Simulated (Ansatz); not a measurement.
# Al: the cost of one run

Program: Ansatz 0.2.0. Level of theory: DFT PBE, scalar-relativistic, plane waves, PAW. These are calculated values, not measurements.

2 further runs of the same task are left out: 2 set aside as unsound or not needed.

## Step 1: The starting structure

The structure is cubic, space group F-43m (No. 216). The conventional cell has a = 5.745 Å, b = 5.745 Å, c = 5.745 Å, α = 90.00°, β = 90.00°, γ = 90.00°. Ga (site symmetry -43m) is surrounded by 4 As at 2.49 Å. As (site symmetry -43m) has 4 Ga at 2.49 Å as nearest neighbours.

Structure file:

```cif
data_structure
_symmetry_space_group_name_H-M 'F-43m'
_symmetry_Int_Tables_number 216
_cell_length_a 5.7454
_cell_length_b 5.7454
_cell_length_c 5.7454
_cell_angle_alpha 90.000
_cell_angle_beta 90.000
_cell_angle_gamma 90.000
_cell_volume 189.65
loop_
_atom_site_label
_atom_site_type_symbol
_atom_site_symmetry_multiplicity
_atom_site_Wyckoff_symbol
_atom_site_fract_x
_atom_site_fract_y
_atom_site_fract_z
_atom_site_occupancy
Ga1 Ga 4 a 0.00000 0.00000 0.00000 1
As1 As 4 c 0.25000 0.25000 0.25000 1
```

This cell was relaxed beforehand with the same method: volume 23.71 Å³/atom, gap on the mesh 0.16 eV.

## Step 2: The film's bulk: Al

Relaxed beforehand at this level: -537.4996 eV/atom, gap on the mesh none (metal).

```
Al
1.0
     0.00000    2.02031    2.02031
     2.02031    0.00000    2.02031
     2.02031    2.02031    0.00000
Al
1
Direct
  0.00000 0.00000 0.00000
```

The bulk reference of GaAs, the base, comes from a run made before at the same settings: -4319.9303 eV/atom.

## Step 3: Al strained to the base's plane

The (110) plane of Al is fitted to the (110) plane of GaAs, a strain of +0.5 % along x and +0.5 % along y; the third vector and the atoms relax.

Contents of input.yaml:

```yaml
crystal:
  lattice:
    - [4.0626003623, 0.0, 0.0]
    - [0.0, 5.7453845309, 0.0]
    - [-2.0313001812, 1.4363461327, 1.419306632]
  atoms:
    - { symbol: Al, position: [0.0, 0.5, 0.0] }
    - { symbol: Al, position: [0.0, 0.0, 0.0] }
basis:
  ecutwfc: 420
kpoints:
  mp_grid: { grid: [9, 6, 24] }
hamiltonian:
  xc: pbe
scf:
  occupations: { method: gaussian, width: 0.1 }
output:
  forces: true
  stress: true
  eigenvalues: true
relax:
  adjacent_minimum: "off"
  f_tol: 0.01
  max_steps: 50
  cell: { fix: [a, b, gamma], stress_tol: 0.1 }
```

On the command line:

```
ansatz run input.yaml --threads 4 --pin off --max-ram 10240MiB --backend cpu --events-out ev --progress --plain --runs-dir out
```

Q: Estimate wall time and peak memory on 4 threads of Intel Xeon at 2.70GHz, shared host.

About 19 s, with a peak of 0.54 GiB.
